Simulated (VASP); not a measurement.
Runs of VASP 6.6.1 on CoSi. It takes space group P2_13 (No. 198, cubic). The conventional cell has a = 4.438 Å, b = 4.438 Å, c = 4.438 Å, α = 90.00°, β = 90.00°, γ = 90.00°. Around Co (site symmetry 3) lie 7 Si at 2.28 to 2.47 Å. Si (site symmetry 3) is surrounded by 7 Co at 2.28 to 2.47 Å. 

| U | gap on the mesh (eV) | pressure (GPa) | moment (μB) | largest force (eV/Å) |
| --- | --- | --- | --- | --- |
| Co d U = 4 eV | none | 0.1 | 4.00 | 0.16 |
| Co d U = 2 eV | none | -0.9 | (a) | 0.09 |
| Co d U = 6 eV | none | 4.7 | 4.01 | (d) |
| Co d U = 3 eV | none | -0.6 | 4.00 | 0.12 |
| Co d U = 5 eV | none | (b) | 4.00 | (c) |

Alike in all rows: task single point; level r2SCAN+U; potentials or basis VASP PAW PBE potentials, release 64 (Co, Si); spin collinear, ferromagnetic start; cell as given; k mesh 5 × 5 × 5; cutoff (eV) 520; smearing fermi-dirac 0.05 eV.

Question: Fill in the values left out.

Answer: (a) 3.93; (b) 1.7; (c) 0.23; (d) 0.33.

Caveats: the PAW data sets were made with another functional, which shifts forces and pressure a little; the U is typed as a test and isn't derived for this compound.

A k mesh can miss the band edges.

A gap of «none» marks a metal or a gap under the smearing width.

Not every run made on this cell is shown here.
